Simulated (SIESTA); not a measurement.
Runs of SIESTA 5.4.2 on Sb. It takes space group R-3m (No. 166, trigonal). Conventional cell: a = 4.308 Å, b = 4.308 Å, c = 11.274 Å, α = 90.00°, β = 90.00°, γ = 120.00°. Sb (site symmetry 3m) has 3 Sb at 2.91 Å as nearest neighbours. 

| task | level | potentials or basis | cell | k mesh | optimiser | force tolerance | gap on the mesh (eV) | pressure (GPa) | largest force (eV/Å) |
| --- | --- | --- | --- | --- | --- | --- | --- | --- | --- |
| relaxation of cell and atoms | PBEsol | PseudoDojo 0.4 standard (PBEsol files), DZP (energy shift 0.003 Ry; two zetas on semicore shells) | relaxed to 5 GPa | 6 × 6 × 6 | CG | 0.01 eV/Å | none | 5.0 | 0.01 |
| band structure | LDA | PseudoDojo 0.4 standard (LDA files), DZP (energy shift 0.003 Ry; two zetas on semicore shells) | as given | 8 × 8 × 8 | - | - | none | (a) | 0.23 |
| relaxation of cell and atoms | PBEsol | PseudoDojo 0.4 standard (PBEsol files), DZP (energy shift 0.003 Ry; two zetas on semicore shells) | relaxed | 6 × 6 × 6 | CG | 0.01 eV/Å | none | -0.1 | - |
| relaxation of cell and atoms | PBEsol | PseudoDojo 0.4 standard (PBEsol files), DZP (energy shift 0.003 Ry; two zetas on semicore shells) | relaxed to 20 GPa | 6 × 6 × 6 | CG | 0.01 eV/Å | none | 20.0 | - |

Alike in all rows: no spin polarisation; smearing fermi-dirac 0.05 eV; grid cutoff 500 Ry; energy shift 0.003 Ry.

Q: Estimate the missing entries.

A: (a) -0.3.

Caveats: the basis of atomic orbitals isn't converged, which shifts pressures, moduli and gaps; spin-orbit coupling is left out, which moves the levels of the heavy elements (some runs).

A k mesh can miss the band edges, and the runs leave out spin-orbit coupling on Sb.

A gap of «none» marks a metal or a gap under the smearing width.
